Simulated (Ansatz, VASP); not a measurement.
## One calculation of Al, two programs

INCAR

```
SYSTEM = Al
  PREC = Accurate
  ENCUT = 520
  EDIFF = 1E-6
  ISMEAR = 0
  SIGMA = 0.1
  LREAL = .False.
  LASPH = .True.
  NELM = 100
  ALGO = Normal
  ISIF = 2
  LWAVE = .False.
  LCHARG = .False.
  GGA = PE
  NBANDS = 10
```

KPOINTS

```
regular mesh
0
Gamma
  9 9 4
  0 0 0
```

File POSCAR:

```
Al
1.0
    2.7592566657      0.0000000000      0.0000000000
   -1.3796283328      2.3895863680      0.0000000000
    0.0000000000      0.0000000000      4.3277107755
Al
2
Direct
    0.3333333333      0.6666666667      0.2500000000
    0.6666666667      0.3333333333      0.7500000000
```

Input for Ansatz:

```yaml
crystal:
  lattice:
    - [2.7592566657, 0.0, 0.0]
    - [-1.3796283328, 2.389586368, 0.0]
    - [0.0, 0.0, 4.3277107755]
  atoms:
    - { symbol: Al, position: [0.3333333333, 0.6666666667, 0.25] }
    - { symbol: Al, position: [0.6666666667, 0.3333333333, 0.75] }
basis:
  ecutwfc: 420
kpoints:
  mp_grid: { grid: [9, 9, 4] }
hamiltonian:
  xc: pbe
scf:
  occupations: { method: gaussian, width: 0.1 }
output:
  forces: true
  stress: true
  eigenvalues: true
```

Alike in both runs: task single point; functional PBE; k mesh 9 × 9 × 4; occupations gaussian, width 0.1 eV; no spin polarisation.

|  | VASP | Ansatz |
| --- | --- | --- |
| version | VASP 6.6.1 | Ansatz 0.2.0 |
| potentials or method | VASP PAW PBE potentials, release 64 (Al) | scalar-relativistic, plane waves, PAW |
| plane-wave cutoff (eV) | 520 | 420 |
| valence electrons in the cell | 6 | 6 |

VASP gave:

* gap on the k mesh at the Fermi level (eV): none
* pressure (GPa): 16.5
* largest component of the traceless stress (GPa): 3.17

**Question.** Estimate Ansatz's values.

**Answer.** gap on the k mesh at the Fermi level (eV): none; pressure (GPa): 16.5; largest component of the traceless stress (GPa): 3.16.

A gap of «none» marks a metal or a gap that the smearing closes.

Caveats: the k mesh is coarse (spacing up to 0.36 Å⁻¹), so the values aren't converged; so large a pressure means that the cell lies far from this level's equilibrium, or that cutoff or potentials fall short (VASP).
